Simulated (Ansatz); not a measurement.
## AlN under strain — 27Al NMR of the central transition

Cell: a structure deposited in the COD, relaxed with PBE at fixed cell and then changed (z stretched by 1 %, ions relaxed).

```yaml
crystal:
  lattice:
    - [3.11000, 0.00000, 0.00000]
    - [-1.55500, 2.69334, 0.00000]
    - [0.00000, 0.00000, 5.02980]
  atoms:
    - { symbol: Al, position: [0.66667, 0.33333, 0.00102] }
    - { symbol: Al, position: [0.33333, 0.66667, 0.50102] }
    - { symbol: N, position: [0.66667, 0.33333, 0.38098] }
    - { symbol: N, position: [0.33333, 0.66667, 0.88098] }
```

Atom numbers follow the list; atoms alike are taken as one site, whose name carries the number of the first.

Level of theory: DFT, PBE, plane waves and PAW, scalar-relativistic, 420 eV cutoff, Γ-centred 11×11×6 k-points, Fermi–Dirac smearing 0.02 eV (Ansatz 0.2.0).

27Al has I = 5/2 and Q = 146.6 mb (Pyykkö 2018); at 9.4 T its Larmor frequency is ν₀ = 104.4 MHz. Only the quadrupole interaction is simulated: positions count from each site's isotropic chemical shift, and J coupling is left out, as are shift anisotropy and dipolar coupling, which fast spinning averages.

Simulated pattern of one Al site (fast magic-angle spinning, Gaussian broadening 0.01 kHz):

| offset (kHz) | height |
| --- | --- |
| -0.4343 | 0 |
| -0.4241 | 0 |
| -0.4139 | 3 |
| -0.4037 | 4 |
| -0.3935 | 4 |
| -0.3833 | 4 |
| -0.3731 | 5 |
| -0.3629 | 5 |
| -0.3527 | 5 |
| -0.3425 | 5 |
| -0.3323 | 5 |
| -0.3221 | 5 |
| -0.3119 | 5 |
| -0.3017 | 5 |
| -0.2915 | 6 |
| -0.2813 | 6 |
| -0.2711 | 10 |
| -0.2609 | 67 |
| -0.2507 | 70 |
| -0.2405 | 48 |
| -0.2303 | 40 |
| -0.2201 | 36 |
| -0.2099 | 35 |
| -0.1997 | 33 |
| -0.1895 | 32 |
| -0.1793 | 32 |
| -0.1691 | 31 |
| -0.1589 | 31 |
| -0.1487 | 32 |
| -0.1385 | 33 |
| -0.1283 | 34 |
| -0.1181 | 36 |
| -0.1079 | 39 |
| -0.0977 | 43 |
| -0.0875 | 49 |
| -0.0773 | 62 |
| -0.0671 | 100 |
| -0.0569 | 66 |
| -0.0467 | 2 |
| -0.0365 | 0 |

Question: Which |C_Q| and η does the pattern imply?

Answer: The pattern spans 0.357 kHz before broadening and its centre of gravity is at -0.167 kHz, which fixes P_Q; the places of the horns and steps fix η. That gives P_Q = 1.70 MHz, |C_Q| = 1.70 MHz and η = 0.00. The sign of C_Q can't be read from the pattern.

An axis of threefold or higher order runs through Al, so V_zz lies along it and η is zero.
